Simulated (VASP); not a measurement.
The system is TaC.

```
Ta C
1.0
     0.00000    2.22300    2.22300
     2.22300    0.00000    2.22300
     2.22300    2.22300    0.00000
Ta C
1 1
Direct
  0.00000 0.00000 0.00000
  0.50000 0.50000 0.50000
```

- Program: VASP 6.6.1
- Task: relaxation of cell and atoms
- Functional: PBE
- Potentials or basis: VASP PAW PBE potentials, release 64 (Ta_pv, C)
- Cutoff: 600 eV
- k mesh: 14 × 14 × 14
- Occupations: methfessel-paxton, width 0.1 eV
- Spin: no spin polarisation

At the start: pressure 7.4 GPa; volume 10.99 Å³/atom.

Problem. How do energy, volume and symmetry change on relaxing?

Solution. Over 3 steps the energy falls by 5.4 meV/atom and the volume is 11.23 Å³/atom (+2.2 %); space group Fm-3m (No. 225, to 0.05 Å).

The path:
```
step  energy change (eV)  largest force (eV/Å)  pressure (GPa)  volume (Å³)
   1              0.0000                0.0000            7.38        21.97
   2              0.0452                0.0000          -14.72        23.62
   3             -0.0109                0.0000           -0.11        22.46
```

Final structure:
```xyz
2
Lattice="0.0000 2.2394 2.2394 2.2394 0.0000 2.2394 2.2394 2.2394 0.0000" Properties=species:S:1:pos:R:3 pbc="T T T"
Ta    0.0000    0.0000    0.0000
C     2.2394    2.2394    2.2394
```
